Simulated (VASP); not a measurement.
Output of a VASP run:

File OSZICAR:
```
       N       E                     dE             d eps       ncg     rms          rms(c)
DAV:   1     0.576491152513E+02    0.57649E+02   -0.72199E+03  1144   0.148E+03
DAV:   2    -0.112695521884E+02   -0.68919E+02   -0.64574E+02  1504   0.271E+02
DAV:   3    -0.191206934182E+02   -0.78511E+01   -0.78004E+01  1795   0.821E+01
DAV:   4    -0.200901134900E+02   -0.96942E+00   -0.96823E+00  1793   0.224E+01
DAV:   5    -0.201011572043E+02   -0.11044E-01   -0.11043E-01  1589   0.322E+00    0.962E+00
DAV:   6    -0.162915583262E+02    0.38096E+01   -0.23569E+01  1379   0.240E+01    0.448E+00
DAV:   7    -0.161207742011E+02    0.17078E+00   -0.15043E+00  1593   0.750E+00    0.226E+00
DAV:   8    -0.160303560227E+02    0.90418E-01   -0.37441E-01  1363   0.512E+00    0.975E-01
DAV:   9    -0.160233146007E+02    0.70414E-02   -0.41811E-02  1575   0.141E+00    0.323E-01
DAV:  10    -0.160238932918E+02   -0.57869E-03   -0.28184E-03  1436   0.417E-01    0.593E-02
DAV:  11    -0.160238042802E+02    0.89012E-04   -0.89217E-04  1583   0.181E-01    0.200E-02
DAV:  12    -0.160238083678E+02   -0.40876E-05   -0.68123E-05  1441   0.659E-02    0.809E-03
DAV:  13    -0.160238069069E+02    0.14609E-05   -0.14459E-05  1653   0.262E-02    0.326E-03
DAV:  14    -0.160238069472E+02   -0.40290E-07   -0.96188E-07  1518   0.829E-03
   1 F= -.16023807E+02 E0= -.16023807E+02  d E =-.141946E-20
```

OUTCAR:
```
------------------------ aborting loop because EDIFF is reached ----------------------------------------
  FORCE on cell =-STRESS in cart. coord.  units (eV):
  Direction    XX          YY          ZZ          XY          YZ          ZX
  --------------------------------------------------------------------------------------
  Total        0.1993125      0.6961746     -0.1843803      0.0000000      0.0000000      0.0000000
  in kB        7.3453081     25.6562799     -6.7950079      0.0000000      0.0000000      0.0000000
  external PRESSURE =       8.7355267 kB  Pullay stress =       0.0000000 kB
  volume of cell :       43.47
      direct lattice vectors                 reciprocal lattice vectors
     1.806045380 -3.128162627  0.000000000     0.276847972 -0.159838237  0.000000000
     1.806045380  3.128162627  0.000000000     0.276847972  0.159838237  0.000000000
     0.000000000  0.000000000  3.847574763     0.000000000  0.000000000  0.259903981
 POSITION                                       TOTAL-FORCE (eV/Angst)
 -----------------------------------------------------------------------------------
      1.80605      1.04272      0.00000         0.000000      0.298733      0.000000
      1.80605     -1.04272      0.00000         0.000000      0.654115      0.000000
      0.00000      0.00000      1.92379         0.000000      0.158015      0.000000
      1.80605     -2.92816      0.00000         0.000000     -1.110863      0.000000
 -----------------------------------------------------------------------------------
    total drift:                                0.000000      0.000244     -0.000000
  FREE ENERGIE OF THE ION-ELECTRON SYSTEM (eV)
  ---------------------------------------------------
  free  energy   TOTEN  =       -16.0238069472 eV

  energy  without entropy=      -16.0238069472  energy(sigma->0) =      -16.02380695
```
(Selected blocks of OUTCAR.)

**POSCAR**
```
Li3N
1
    1.8060453801    -3.1281626268     0.0000000000
    1.8060453801     3.1281626268     0.0000000000
    0.0000000000     0.0000000000     3.8475747633
Li N
3 1
Direct
  0.3333330000   0.6666670000   0.0000000000
  0.6666670000   0.3333330000   0.0000000000
  0.0000000000   0.0000000000   0.5000000000
 -0.0319676474   0.0319676474   0.0000000000
```

Reconstruct the remaining input files.

Several could match; the one computed here: the input of the run itself, PBEsol GGA, plane waves, VASP's PBE PAW potentials (set 64).

**KPOINTS**
```
Regular mesh
0
G
  6 6 6
```

**INCAR**
```
# general
SYSTEM = Li3N
PREC   = Accurate
ENCUT  = 600
LREAL  = .FALSE.   # projection in real space or not
LASPH  = .TRUE.   # aspherical one-centre terms

# electronic loop
EDIFF  = 1E-7
NELM   = 100   # most electronic steps
ALGO   = Normal   # blocked Davidson

# smearing
ISMEAR = 0   # Gaussian
SIGMA  = 0.05

# functional
GGA    = PS

# ions
ISIF   = 2   # forces and stress, cell fixed

# output
LWAVE  = .FALSE.
LCHARG = .FALSE.
```

POTCAR, in this order: Li_sv N (PBE.64 set). Program: vasp_std.

The compound is Li3N in the alpha structure. This cell was strained or had an atom moved on purpose.
